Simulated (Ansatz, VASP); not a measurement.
# One calculation of PbSe (Clausthalite), two programs

```
Pb Se
1.0
     0.00000    3.06065    3.06065
     3.06065    0.00000    3.06065
     3.06065    3.06065    0.00000
Pb Se
1 1
Direct
  0.00000 0.00000 0.00000
  0.50000 0.50000 0.50000
```

Alike in both runs: task single point; functional PBE; k mesh 8 × 8 × 8; occupations gaussian, width 0.011 eV; no spin polarisation.

|  | VASP | Ansatz |
| --- | --- | --- |
| version | VASP 6.6.1 | Ansatz 0.2.0 |
| potentials or method | VASP PAW PBE potentials, release 64 (Pb_d, Se) | Ansatz PAW |
| plane-wave cutoff (eV) | 520 | 420 |
| valence electrons in the cell | 20 | 30 |

|  | VASP | Ansatz | Ansatz less VASP |
| --- | --- | --- | --- |
| gap on the k mesh at the Fermi level (eV) | 0.29 | 0.29 | -0.005 |
| least direct gap on the mesh (eV) | 0.29 | 0.29 | -0.005 |
| pressure (GPa) | 2.4 | 2.4 | +0.01 |

The two sets of potentials don't hold the same shells in valence.

Caveats: spin-orbit coupling is left out, which as a rule narrows the gap of such compounds by several tenths of an eV. A k mesh can miss the band edges.
